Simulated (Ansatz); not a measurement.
**NiO: stress in a strained cell**

Aim: deform NiO (equal xx and yy strain of -2 %) and compute stress, forces and field gradients with LAPW, PAW and all-electron datasets made for the crystal.

Method: DFT PBE, scalar-relativistic, in Ansatz 0.2.0.

## (1) The structure to begin with

Symmetry: Fm-3m, No. 225, cubic system. Conventional cell: a = 4.183 Å, b = 4.183 Å, c = 4.183 Å, α = 90.00°, β = 90.00°, γ = 90.00°. Around Ni (site symmetry m-3m) lie 6 O at 2.09 Å. O (site symmetry m-3m) has 6 Ni at 2.09 Å as nearest neighbours.

Structure file:

```
CELL_PARAMETERS angstrom
0.00000 2.09131 2.09131
2.09131 0.00000 2.09131
2.09131 2.09131 0.00000
ATOMIC_POSITIONS crystal
Ni 0.00000 0.00000 0.00000
O 0.50000 0.50000 0.50000
```

Atoms are numbered in the order of the input: Ni1, O2.

## (2) After the deformation

Space group Fm-3m before, I4/mmm after.

## (3) LAPW, all electrons

input.yaml

```yaml
crystal:
  lattice:
    - [0.0, 2.0494838, 2.09131]
    - [2.0494838, 0.0, 2.09131]
    - [2.0494838, 2.0494838, 0.0]
  atoms:
    - { symbol: Ni, position: [0.0, 0.0, 0.0], spin: 1.5 }
    - { symbol: O, position: [0.5, 0.5, 0.5] }
magnetization:
  spin_polarized: true
kpoints:
  mp_grid: { grid: [17, 17, 17] }
  band_path:
    path:
      - [0.0, 0.0, 0.0]
      - [0.0, 0.5, 0.5]
      - [0.25, 0.75, 0.5]
      - [0.0, 0.5, 0.0]
      - [0.0, 0.0, 0.0]
      - [0.5, 0.5, 0.0]
      - [0.37005, 0.62995, 0.0]
      - [-0.37005, 0.37005, 0.0]
      - [0.0, 0.0, 0.0]
    npoints: 5
scf:
  occupations: { method: fermi_dirac, width: 0.03 }
hamiltonian:
  xc: pbe
  pseudopotentials: { kind: all_electron, lapw: { basis_error: 0.001 } }
output:
  forces: true
  stress: true
  eigenvalues: true
```

Launch:

```sh
$ ansatz run input.yaml --threads 1 --pin off --max-ram 3072MiB --backend cpu --events-out ev --progress --plain --runs-dir out
```

## (4) Frozen-core PAW

input.yaml

```yaml
crystal:
  lattice:
    - [0.0, 2.0494838, 2.09131]
    - [2.0494838, 0.0, 2.09131]
    - [2.0494838, 2.0494838, 0.0]
  atoms:
    - { symbol: Ni, position: [0.0, 0.0, 0.0], spin: 1.5 }
    - { symbol: O, position: [0.5, 0.5, 0.5] }
magnetization:
  spin_polarized: true
kpoints:
  mp_grid: { grid: [17, 17, 17] }
scf:
  occupations: { method: fermi_dirac, width: 0.03 }
hamiltonian:
  xc: pbe
  pseudopotentials: { kind: paw }
output:
  forces: true
  stress: true
  eigenvalues: true
  efg: { contact_densities: true }
  write_density: true
  write_potential: true
  elf: true
  volumetric_format: npy
```

## (5) Datasets made for this crystal

input.yaml: that of step 4 with these lines changed.

```diff
@@ -16,3 +16,3 @@
   xc: pbe
-  pseudopotentials: { kind: paw }
+  pseudopotentials: { kind: all_electron, datasets: crystal }
 output:
@@ -22,5 +22 @@
   efg: { contact_densities: true }
-  write_density: true
-  write_potential: true
-  elf: true
-  volumetric_format: npy
```

(Steps that only read results are left out.)

Q: Predict the outcome of this session. Wanted: pressure; largest shear or deviatoric stress.

As calculated:

| quantity | value |
| --- | --- |
| pressure | LAPW 12.95, PAW 12.35, crystal datasets 12.95 GPa |
| largest shear or deviatoric stress (LAPW) | 1.88 GPa |

**Reading.** The largest part of the stress beyond the pressure is 1.88 GPa in size, in the zz component; the atoms are carried along and not relaxed. No run of the undeformed cell stands beside it, so the pressure holds what the given cell had before the change. PAW: stress within 0.63 GPa of LAPW. Crystal datasets: stress within 0.01 GPa of LAPW. The magnetic state is the one reached from the start moments in this cell; it needn't be the ground state. With one magnetic atom in the cell only ferromagnetic order fits; the real order can differ. No U acts on the open 3d shell, so the metal found here may be the functional's error.
